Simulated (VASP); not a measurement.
# AlGa3N2: relaxation of cell and atoms with PBE

The system is AlGa3N2.

```
Al Ga N
1.0
     3.80066    0.00000    0.00000
     0.00000    3.80066    0.00000
     0.00000    0.00000    6.45356
Al Ga N
1 3 2
Direct
  0.00000 0.00000 0.50000
  0.50000 0.50000 0.00000
  0.00000 0.00000 0.23615
  0.00000 0.00000 0.76385
  0.00000 0.50000 0.00000
  0.50000 0.00000 0.00000
```

The cell was built by a generator and needn't be a form met in nature.

| Property | Result |
| --- | --- |
| Program | VASP 6.6.1 |
| Task | relaxation of cell and atoms |
| Functional | PBE |
| Potentials or basis | VASP PAW PBE potentials, release 64 (Al, Ga_d, N) |
| Cutoff | 520 eV |
| k mesh | 4 × 4 × 2 |
| Occupations | gaussian, width 0.15 eV |
| Spin | no spin polarisation |
| Further INCAR settings | PREC = Normal; ALGO = Fast; EDIFF = 0.0001; IBRION = 2; EDIFFG = -0.08; NSW = 24; ISIF = 3 |

- Relaxed volume: 19.49 Å³/atom
- Relaxed cell: a = 3.925 Å, b = 3.925 Å, c = 7.591 Å, α = 90.00°, β = 90.00°, γ = 90.00°
- Space group after relaxing (to 0.05 Å): P4/mmm (No. 123)
- Energy gained by relaxing: 1758.0 meV/atom
- Ionic steps: 15
- Pressure after relaxing: 0.1 GPa
- Largest force after relaxing: 0.040 eV/Å
- Band gap on the k mesh: none (metal or under the smearing width)

Forces in eV/Å, atoms in the order of the input:
```
Al   0.000  0.000  0.000
Ga   0.000  0.000  0.000
Ga   0.000  0.000  0.040
Ga   0.000  0.000 -0.040
N    0.000  0.000  0.000
N    0.000  0.000  0.000
```

Step by step:
```tsv
step	energy change (eV)	largest force (eV/Å)	pressure (GPa)	volume (Å³)
1	0.0000	22.1628	41.57	93.22
2	28.3136	71.3935	43.38	149.50
3	3.2619	6.6777	24.74	110.88
4	-7.9978	1.0628	-12.49	166.05
5	-8.5544	0.8197	-10.95	160.39
6	-9.7355	0.0086	-7.64	142.11
7	-10.1603	2.3477	0.76	122.59
8	-10.2210	1.5287	-1.55	126.61
9	-10.2227	1.7310	-0.88	125.74
10	-10.2224	1.5956	-1.52	126.05
11	-10.3951	0.8388	-0.98	122.55
12	-10.4890	0.1504	-0.06	117.93
13	-10.5435	0.2630	0.25	116.41
14	-10.5439	0.2740	0.33	116.26
15	-10.5481	0.0397	0.14	116.96
```

Final structure:
```cif
data_structure
_symmetry_space_group_name_H-M 'P 1'
_symmetry_Int_Tables_number 1
_cell_length_a 3.9254
_cell_length_b 3.9254
_cell_length_c 7.5908
_cell_angle_alpha 90.000
_cell_angle_beta 90.000
_cell_angle_gamma 90.000
_cell_volume 116.96
loop_
_atom_site_label
_atom_site_type_symbol
_atom_site_fract_x
_atom_site_fract_y
_atom_site_fract_z
_atom_site_occupancy
Al1 Al 0.00000 0.00000 0.50000 1
Ga1 Ga 0.50000 0.50000 0.00000 1
Ga2 Ga 0.00000 0.00000 0.16691 1
Ga3 Ga 0.00000 0.00000 0.83309 1
N1 N 0.00000 0.50000 0.00000 1
N2 N 0.50000 0.00000 0.00000 1
```

Levels at points of the mesh, in eV from the Fermi level:
| k point | band 22 | band 23 | band 24 | band 25 | band 26 | band 27 | band 28 | band 29 | band 30 | band 31 |
| --- | --- | --- | --- | --- | --- | --- | --- | --- | --- | --- |
| (0.00, 0.00, 0.00) | -2.46 | -2.01 | -2.01 | -1.88 | -1.80 | -0.28 | 2.94 | 2.98 | 2.98 | 3.38 |
| (0.50, 0.00, 0.00) | -4.77 | -4.64 | -3.81 | -1.44 | -1.33 | 1.15 | 2.27 | 3.59 | 3.70 | 4.56 |
| (0.50, 0.50, 0.00) | -3.70 | -3.70 | -0.50 | -0.47 | -0.47 | -0.45 | 0.92 | 2.47 | 2.95 | 3.39 |
| (0.00, 0.00, 0.50) | -4.66 | -2.00 | -2.00 | -1.81 | -1.36 | 1.06 | 1.40 | 2.27 | 2.27 | 4.24 |
| (0.50, 0.00, 0.50) | -4.72 | -3.80 | -3.25 | -2.79 | -0.85 | 1.18 | 1.26 | 3.06 | 3.44 | 3.45 |
| (0.50, 0.50, 0.50) | -3.77 | -2.37 | -0.50 | -0.45 | -0.24 | 0.13 | 0.13 | 0.69 | 1.88 | 1.88 |

It took 2.6 min on 2 MPI ranks on Intel(R) Xeon(R) Platinum 8488C (Sapphire Rapids), with other jobs on the host, peak memory 0.17 GiB a rank.

Caveat: the k mesh is coarse (spacing up to 0.49 Å⁻¹), so the values aren't converged; the volume moved by over 15 % at a fixed basis, so the end points are rough; the relaxation stopped at a loose force limit of 0.08 eV/Å, so its end isn't a converged minimum.
